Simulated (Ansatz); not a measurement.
# Al: the cost of one run

Program: Ansatz 0.2.0. Level of theory: DFT PBE, scalar-relativistic, plane waves, PAW. These are calculated values, not measurements.

## (1) The structure to begin with

Symmetry: P6_3/mcm, No. 193, hexagonal system. Conventional cell: a = 4.667 Å, b = 4.667 Å, c = 6.452 Å, α = 90.00°, β = 90.00°, γ = 120.00°. Al (site symmetry m2m) has 6 Al at 2.53 to 2.78 Å as nearest neighbours.

As a file:

```cif
data_structure
_symmetry_space_group_name_H-M 'P6_3/mcm'
_symmetry_Int_Tables_number 193
_cell_length_a 4.6668
_cell_length_b 4.6668
_cell_length_c 6.4517
_cell_angle_alpha 90.000
_cell_angle_beta 90.000
_cell_angle_gamma 120.000
_cell_volume 121.69
loop_
_atom_site_label
_atom_site_type_symbol
_atom_site_symmetry_multiplicity
_atom_site_Wyckoff_symbol
_atom_site_fract_x
_atom_site_fract_y
_atom_site_fract_z
_atom_site_occupancy
Al1 Al 6 g 0.00000 0.31255 0.25000 1
```

This is candidate A: random cell with space group P6_3/mcm (No. 193).

## (2) A loose first relaxation (candidate A)

File input.yaml:

```yaml
crystal:
  lattice:
    - [4.6668128441, 0.0, 0.0]
    - [-2.3334064221, 4.0415784777, 0.0]
    - [0.0, 0.0, 6.4517033581]
  atoms:
    - { symbol: Al, position: [0.0, 0.31255, 0.25] }
    - { symbol: Al, position: [0.0, 0.68745, 0.75] }
    - { symbol: Al, position: [0.31255, 0.0, 0.25] }
    - { symbol: Al, position: [0.31255, 0.31255, 0.75] }
    - { symbol: Al, position: [0.68745, 0.0, 0.75] }
    - { symbol: Al, position: [0.68745, 0.68745, 0.25] }
basis:
  ecutwfc: 420
kpoints:
  mp_grid: { grid: [6, 6, 4] }
hamiltonian:
  xc: pbe
scf:
  occupations: { method: gaussian, width: 0.1 }
  lower_state_search: "off"
output:
  forces: true
  stress: true
  eigenvalues: true
relax:
  adjacent_minimum: "off"
  f_tol: 0.04
  max_steps: 70
  cell: { stress_tol: 0.4 }
```

What time and memory should one allow on 1 thread of an x86-64 CPU, shared host?

About 14 s, with a peak of 0.46 GiB.
